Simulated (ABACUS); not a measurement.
GaP:

```
Ga P
1.0
     0.00000    2.72525    2.72525
     2.72525    0.00000    2.72525
     2.72525    2.72525    0.00000
Ga P
1 1
Direct
  0.00000 0.00000 0.00000
  0.25000 0.25000 0.25000
```

Base run:

```yaml
Program: ABACUS 3.10.1
Functional: rSCAN
Potentials_or_basis: SG15 ONCV 1.2 PBE
Cutoff: 1279 eV
Density_cutoff: 5116 eV
Basis: plane waves
k_mesh: 5 × 5 × 5
Occupations: fermi-dirac, width 0.05 eV
Spin: no spin polarisation
```

Its results: band gap on the k mesh 1.81 eV, indirect (least direct gap 1.98 eV); pressure -1.5 GPa.

Task: The run is repeated on the same cell with these changes: functional from rSCAN to TM; radial cutoff of the potentials (pseudo_rcut) from 10 bohr to 7 bohr. What comes out?

Result: Band gap on the k mesh 1.56 eV, indirect (least direct gap 2.01 eV); pressure -1.2 GPa.

Caveats: the potentials were made for another functional, which shifts forces and pressure; an odd mesh through Γ misses points on the zone boundary, where band edges often lie.

Not every run made on this cell is shown here.
